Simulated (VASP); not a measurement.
# BeS (F-43m) in VASP: notebook

One crystal, BeS, is run at these levels: r2SCAN, PBE; tasks: single point.

Everything below comes from runs of VASP 6.6.1. Logs are shortened: lines on timing, memory, paths and dates and some standing lists are left out, and cuts for length are marked.

### 1 The cell of the first run

Symmetry: F-43m, No. 216, cubic system. Conventional cell: a = 5.145 Å, b = 5.145 Å, c = 5.145 Å, α = 90.00°, β = 90.00°, γ = 90.00°. Around Be (site symmetry -43m) lie 4 S at 2.23 Å. Around S (site symmetry -43m) lie 4 Be at 2.23 Å.

The cell was built by a generator and needn't be a form met in nature.

### 2 Single point, r2SCAN (hydrostatic strain +5.7%)

Contents of POSCAR:

```
BeS
1.0
    0.0000000000      2.5723313936      2.5723313936
    2.5723313936      0.0000000000      2.5723313936
    2.5723313936      2.5723313936      0.0000000000
Be S
1 1
Direct
    0.0000000000      0.0000000000      0.0000000000
    0.2500000000      0.2500000000      0.2500000000
```

Contents of INCAR.step1:

```
SYSTEM = BeS
ALGO     = Normal         ! electronic algorithm
EDIFF    = 1E-4           ! SCF threshold, eV
ENCUT    = 520            ! plane-wave cutoff, eV
GGA      = PE             ! functional
ISMEAR   = 0              ! smearing method
LASPH    = .TRUE.         ! aspherical terms in the spheres
LCHARG   = .FALSE.        ! write CHGCAR
LREAL    = .FALSE.        ! projectors in reciprocal space
LWAVE    = .TRUE.         ! write WAVECAR
NBANDS   = 11             ! bands
NELM     = 60             ! most SCF steps
PREC     = Accurate       ! precision mode
SIGMA    = 0.01           ! smearing width, eV
```

Contents of INCAR.step2:

```
SYSTEM = BeS
ALGO     = Normal         ! electronic algorithm
EDIFF    = 1E-6           ! SCF threshold, eV
ENCUT    = 520            ! plane-wave cutoff, eV
ISIF     = 2              ! what is computed and relaxed
ISMEAR   = 0              ! smearing method
ISTART   = 1            
LASPH    = .TRUE.         ! aspherical terms in the spheres
LCHARG   = .FALSE.        ! write CHGCAR
LMIXTAU  = .TRUE.       
LREAL    = .FALSE.        ! projectors in reciprocal space
LWAVE    = .FALSE.        ! write WAVECAR
METAGGA  = R2SCAN         ! meta-GGA
NBANDS   = 11             ! bands
NELM     = 60             ! most SCF steps
PREC     = Accurate       ! precision mode
SIGMA    = 0.01           ! smearing width, eV
```

Contents of KPOINTS:

```
k-points
0
G
  10 10 10
  0 0 0
```

Potentials or basis: VASP PAW PBE potentials, release 64 (Be, S).

Launch:

```console
$ cat potpaw_PBE.64/Be/POTCAR potpaw_PBE.64/S/POTCAR > POTCAR
$ cp INCAR.step1 INCAR
$ mpirun -np 1 vasp_std > vasp.out
$ cp INCAR.step2 INCAR
$ mpirun -np 1 vasp_std > vasp.out
```

OUTCAR:

```text
SYSTEM = BeS
   EDIFF = 1E-6
   ENCUT = 520
   ISIF = 2
   ISMEAR = 0
   ISTART = 1
   LASPH = .TRUE.
   LREAL = .FALSE.
   METAGGA = R2SCAN
   NELM = 60
   PREC = Accurate

 ion  position               nearest neighbor table
   1  0.000  0.000  0.000-   2 2.23   2 2.23   2 2.23   2 2.23
   2  0.250  0.250  0.250-   1 2.23   1 2.23   1 2.23   1 2.23

  LATTYP: Found a face centered cubic cell.
 ALAT       =     5.1446627872

  Lattice vectors:

 A1 = (   0.0000000000,   2.5723313936,   2.5723313936)
 A2 = (   2.5723313936,   0.0000000000,   2.5723313936)
 A3 = (   2.5723313936,   2.5723313936,   0.0000000000)

Analysis of symmetry for initial positions (statically):
=====================================================================
 Subroutine PRICEL returns:
 Original cell was already a primitive cell.

 Routine SETGRP: Setting up the symmetry group for a
 face centered cubic supercell.

 Subroutine GETGRP returns: Found 24 space group operations
 (whereof 24 operations were pure point group operations)
 out of a pool of 48 trial point group operations.

The static configuration has the point symmetry T_d .

Analysis of symmetry for dynamics (positions and initial velocities):
=====================================================================
 Subroutine PRICEL returns:
 Original cell was already a primitive cell.

 Routine SETGRP: Setting up the symmetry group for a
 face centered cubic supercell.

 Subroutine GETGRP returns: Found 24 space group operations
 (whereof 24 operations were pure point group operations)
 out of a pool of 48 trial point group operations.

The dynamic configuration has the point symmetry T_d .

 Subroutine INISYM returns: Found 24 space group operations
 (whereof 24 operations are pure point group operations),
 and found     1 'primitive' translations

----------------------------------------------------------------------------------------

                                     Primitive cell

  volume of cell :      34.0417

  direct lattice vectors                    reciprocal lattice vectors
     0.000000000  2.572331394  2.572331394    -0.194376199  0.194376199  0.194376199
     2.572331394  0.000000000  2.572331394     0.194376199 -0.194376199  0.194376199
     2.572331394  2.572331394  0.000000000     0.194376199  0.194376199 -0.194376199

  length of vectors
     3.637825944  3.637825944  3.637825944     0.336669453  0.336669453  0.336669453

  position of ions in fractional coordinates (direct lattice)
     0.000000000  0.000000000  0.000000000
     0.250000000  0.250000000  0.250000000

  ion indices of the primitive-cell ions
   primitive index   ion index
                 1           1
                 2           2

----------------------------------------------------------------------------------------

 KPOINTS: k-points

Automatic generation of k-mesh.
 Grid dimensions read from file:
 generate k-points for:   10   10   10

 Generating k-lattice:

  Cartesian coordinates                     Fractional coordinates (reciprocal lattice)
    -0.019437620  0.019437620  0.019437620     0.100000000  0.000000000  0.000000000
     0.019437620 -0.019437620  0.019437620     0.000000000  0.100000000  0.000000000
     0.019437620  0.019437620 -0.019437620     0.000000000  0.000000000  0.100000000

  Length of vectors
     0.033666945  0.033666945  0.033666945

  Shift w.r.t. Gamma in fractional coordinates (k-lattice)
     0.000000000  0.000000000  0.000000000

 Subroutine IBZKPT returns following result:
 ===========================================

 Found     47 irreducible k-points:

 Following reciprocal coordinates:
            Coordinates               Weight
  0.000000  0.000000  0.000000      1.000000
  0.100000  0.000000  0.000000      8.000000
  0.200000  0.000000  0.000000      8.000000
  0.300000  0.000000  0.000000      8.000000
  0.400000  0.000000  0.000000      8.000000
  0.500000  0.000000  0.000000      4.000000
[... 16 lines left out ...]
  0.300000  0.300000  0.000000      6.000000
  0.400000  0.300000  0.000000     24.000000
 [... further k-points ...]
   k-points           NKPTS =     47   k-points in BZ     NKDIM =     47   number of bands    NBANDS=     11
   number of dos      NEDOS =    301   number of ions     NIONS =      2
   total plane-waves  NPLWV =  21952
   dimension x,y,z NGX =    28 NGY =   28 NGZ =   28
   dimension x,y,z NGXF=    56 NGYF=   56 NGZF=   56
   ions per type =               1   1
   NGX,Y,Z   is equivalent  to a cutoff of  12.80, 12.80, 12.80 a.u.
   NGXF,Y,Z  is equivalent  to a cutoff of  25.59, 25.59, 25.59 a.u.
 SYSTEM =  BeS
   PREC   = accura    normal or accurate (medium, high low for compatibility)
   ISTART =      1    job   : 0-new  1-cont  2-samecut
   ICHARG =      0    charge: 1-file 2-atom 10-const
   ISPIN  =      1    spin polarized calculation?
   LNONCOLLINEAR =      F non collinear calculations
   LSORBIT =      F    spin-orbit coupling
   LASPH  =      T    aspherical Exc in radial PAW
   ENCUT  =  520.0 eV  38.22 Ry    6.18 a.u.   6.76  6.76  6.76*2*pi/ulx,y,z
   NELM   =     60;   NELMIN=  2; NELMDL=  0     # of ELM steps
   EDIFF  = 0.1E-05   stopping-criterion for ELM
   LREAL  =      F    real-space projection
   EDIFFG = 0.1E-04   stopping-criterion for IOM
   NSW    =      0    number of steps for IOM
   IBRION =     -1    ionic relax: 0-MD 1-quasi-New 2-CG
   NFREE  =      0    steps in history (QN), initial steepest desc. (CG)
   ISIF   =      2    stress and relaxation
   ISYM   =      2    0-nonsym 1-usesym 2-fastsym
   POTIM  = 0.5000    time-step for ionic-motion
   TEBEG  =    0.0;   TEEND  =   0.0 temperature during run
   PSTRESS=    0.0 pullay stress
   NELECT =       8.0000    total number of electrons
   NUPDOWN=      -1.0000    fix difference up-down
   EMIN   =  10.00;   EMAX   =-10.00  energy-range for DOS
   EFERMI =   0.00;   METHOD = LEGACY
   ISMEAR =     0;   SIGMA  =   0.01  broadening in eV -4-tet -1-fermi 0-gaus
   EFERMI_NEDOS =   21; number of points for ismear=-14 and -15
   IALGO  =     38    algorithm
   IMIX   =      4    mixing-type and parameters
     AMIX     =   0.40;   BMIX     =  1.00
     AMIX_MAG =   1.60;   BMIX_MAG =  1.00
  volume/ion in A,a.u.               =      17.02       114.86
  Fermi-wavevector in a.u.,A,eV,Ry     =   1.010263  1.909121 13.886541  1.020632
  Thomas-Fermi vector in A             =   2.143242
   LORBIT       =      0    0 simple, 1 ext, 2 COOP (PROOUT), +10 PAW based schemes
   METAGGA = R2SCAN    functional components
   LHFCALC =     F    Hartree Fock is set to
   AEXX    =    0.0000 exact exchange contribution
   IVDW    =     0    specifies the selected vdW correction
   LEPSILON=     F    determine dielectric tensor
   LRPA    =     F    only Hartree local field effects (RPA)
 non-spin polarized calculation
 Gauss-broadening in eV      SIGMA  =   0.01
  energy-cutoff  :      520.00
  volume of cell :       34.04
 maximum number of plane-waves:       941
   NGX = 13   NGY = 13   NGZ = 13

 number of electron       7.9999999 magnetization

 Free energy of the ion-electron system (eV)
  ---------------------------------------------------
  ext. energy  EPLUGINS =         0.00000000
  ---------------------------------------------------
  free energy    TOTEN  =       -14.57526505 eV

  energy without entropy =      -14.57526505  energy(sigma->0) =      -14.57526505

 E-fermi :   2.3340     XC(G=0):  -9.4392

 val. band max:        2.2847313785   @ k =   0.0000   0.0000   0.0000
 cond. band min:       6.1789924110   @ k =   0.5000   0.5000   0.0000
 fundamental gap:      3.8942610325
 Fermi energy:         2.3339744938

 k-point     1 :       0.0000    0.0000    0.0000
  band No.  band energies     occupation
      1     -10.9100      2.00000
      2       2.2847      2.00000
      3       2.2847      2.00000
      4       2.2847      2.00000
      5       7.4731      0.00000
      6       8.5710      0.00000
      7       8.5710      0.00000
      8       8.5710      0.00000
      9      15.3527      0.00000
     10      15.3527      0.00000
     11      16.7263      0.00000

 k-point     2 :       0.1000    0.0000    0.0000
  band No.  band energies     occupation
      1     -10.8173      2.00000
      2       1.5850      2.00000
      3       2.1844      2.00000
      4       2.1844      2.00000
      5       7.8053      0.00000
      6       8.7698      0.00000
      7       8.7698      0.00000
      8       8.9399      0.00000
      9      14.9070      0.00000
     10      14.9070      0.00000
     11      16.8644      0.00000

 k-point     3 :       0.2000    0.0000    0.0000
  band No.  band energies     occupation
      1     -10.5564      2.00000
      2       0.1801      2.00000
      3       1.9480      2.00000
      4       1.9481      2.00000
      5       7.9061      0.00000
      6       9.1861      0.00000
      7       9.1861      0.00000
      8      10.2657      0.00000
      9      14.4580      0.00000
     10      14.4580      0.00000
     11      16.7513      0.00000

 k-point     4 :       0.3000    0.0000    0.0000
  band No.  band energies     occupation
      1     -10.1878      2.00000
      2      -1.2079      2.00000
      3       1.6959      2.00000
      4       1.6959      2.00000
      5       7.8248      0.00000
      6       9.4445      0.00000
      7       9.4445      0.00000
      8      11.8080      0.00000
      9      14.8198      0.00000
     10      14.8198      0.00000
     11      16.3828      0.00000
[... 239 lines left out ...]
 k-point    22 :      -0.2000    0.2000    0.0000
  band No.  band energies     occupation
      1     -10.0627      2.00000
      2      -0.9503      2.00000
      3       0.4024      2.00000
      4       1.7395      2.00000
      5       8.8050      0.00000
      6       9.7884      0.00000
      7       9.8533      0.00000
      8      10.7378      0.00000
      9      13.3874      0.00000
     10      16.5492      0.00000
     11      17.4951      0.00000

 k-point    23 :       0.3000    0.3000    0.0000
  band No.  band energies     occupation
      1      -9.9470      2.00000
      2      -0.7674      2.00000
      3       0.7161      2.00000
      4       0.7161      2.00000
      5       7.0325      0.00000
      6       8.6399      0.00000
      7      12.0092      0.00000
      8      12.0092      0.00000
      9      13.7911      0.00000
     10      17.0550      0.00000
     11      19.1350      0.00000

 k-point    24 :       0.4000    0.3000    0.0000
  band No.  band energies     occupation
      1      -9.6699      2.00000
      2      -1.3587      2.00000
      3       0.3115      2.00000
      4       0.5256      2.00000
      5       7.0012      0.00000
      6       8.5670      0.00000
      7      12.2979      0.00000
      8      12.5650      0.00000
      9      15.2335      0.00000
     10      17.6767      0.00000
     11      18.5887      0.00000

 [... further k-points ...]
[... 5 lines left out ...]
  --------------------------------------------------------------------------------------
  -------------------------------------------------------------------------------------
  Total       -2.4981143     -2.4981143     -2.4981143      0.0000000      0.0000000     -0.0000000
  in kB     -117.5742285   -117.5742285   -117.5742285      0.0000000      0.0000000     -0.0000000
  external PRESSURE =    -117.5742285 kB  Pullay stress =       0.0000000 kB

 VOLUME and BASIS-vectors are now :
 -----------------------------------------------------------------------------
  energy-cutoff  :      520.00
  volume of cell :       34.04
      direct lattice vectors                 reciprocal lattice vectors
     0.000000000  2.572331394  2.572331394    -0.194376199  0.194376199  0.194376199
     2.572331394  0.000000000  2.572331394     0.194376199 -0.194376199  0.194376199
     2.572331394  2.572331394  0.000000000     0.194376199  0.194376199 -0.194376199

 POSITION                                       TOTAL-FORCE (eV/Angst)
 -----------------------------------------------------------------------------------
      0.00000      0.00000      0.00000         0.000000      0.000000      0.000000
      1.28617      1.28617      1.28617        -0.000000     -0.000000     -0.000000
 -----------------------------------------------------------------------------------
    total drift:                                0.000000      0.000000      0.000000

  FREE ENERGIE OF THE ION-ELECTRON SYSTEM (eV)
  ---------------------------------------------------
  free  energy   TOTEN  =       -14.5752650479 eV

  energy  without entropy=      -14.5752650479  energy(sigma->0) =      -14.57526505
```

It took 53 s on 1 thread of Intel Xeon Platinum 8559C (Emerald Rapids), shared host; peak memory 0.16 GiB.

What came out:

```yaml
Free_energy: -14.5753 eV
Pressure: -11.8 GPa
Band_gap_on_the_k_mesh: 3.89 eV, indirect (least direct gap 5.19 eV)
```

Levels at points of the mesh, in eV from the valence-band top:
| k point | band 2 | band 3 | band 4 | band 5 | band 6 | band 7 |
| --- | --- | --- | --- | --- | --- | --- |
| (0.00, 0.00, 0.00) | 0.00 | 0.00 | 0.00 | 5.19 | 6.29 | 6.29 |
| (0.50, 0.00, 0.00) | -4.89 | -0.83 | -0.83 | 5.43 | 7.13 | 7.13 |
| (0.50, 0.50, 0.00) | -4.33 | -2.14 | -2.14 | 3.89 | 5.45 | 12.42 |

Caveat: the PAW data sets were made with another functional, which shifts forces and pressure a little.

### 3 Single point, PBE (hydrostatic strain +5.7%)

Contents of INCAR:

```
SYSTEM = BeS
PREC = Accurate ; ENCUT = 520
EDIFF = 1E-6 ; ISMEAR = -1
SIGMA = 0.02 ; LREAL = .FALSE.
LASPH = .TRUE. ; NELM = 60
ALGO = Normal ; ISIF = 2
LWAVE = .FALSE. ; LCHARG = .FALSE.
GGA = PE ; NBANDS = 11
```

Contents of KPOINTS:

```
regular mesh
0
G
  10 10 10
  0 0 0
```

POSCAR is that of step 2.

Potentials or basis: VASP PAW PBE potentials, release 64 (Be, S).

Launch:

```console
$ cat potpaw_PBE.64/Be/POTCAR potpaw_PBE.64/S/POTCAR > POTCAR
$ mpirun -np 1 vasp_std > vasp.out
```

Run time: 14 s. Hardware: 1 thread of Intel Xeon Platinum 8559C (Emerald Rapids), shared host; peak memory 0.14 GiB.

The run converged. Its results:

```yaml
Free_energy: -9.8174 eV
Pressure: -11.0 GPa
Band_gap_on_the_k_mesh: 3.43 eV, indirect (least direct gap 4.49 eV)
```

Levels at points of the mesh, in eV from the valence-band top:
| k point | band 2 | band 3 | band 4 | band 5 | band 6 | band 7 |
| --- | --- | --- | --- | --- | --- | --- |
| (0.00, 0.00, 0.00) | 0.00 | 0.00 | 0.00 | 4.49 | 5.67 | 5.67 |
| (0.50, 0.00, 0.00) | -4.75 | -0.82 | -0.82 | 4.82 | 6.53 | 6.53 |
| (0.50, 0.50, 0.00) | -4.19 | -2.09 | -2.09 | 3.43 | 4.97 | 11.36 |

A k mesh can miss the band edges.
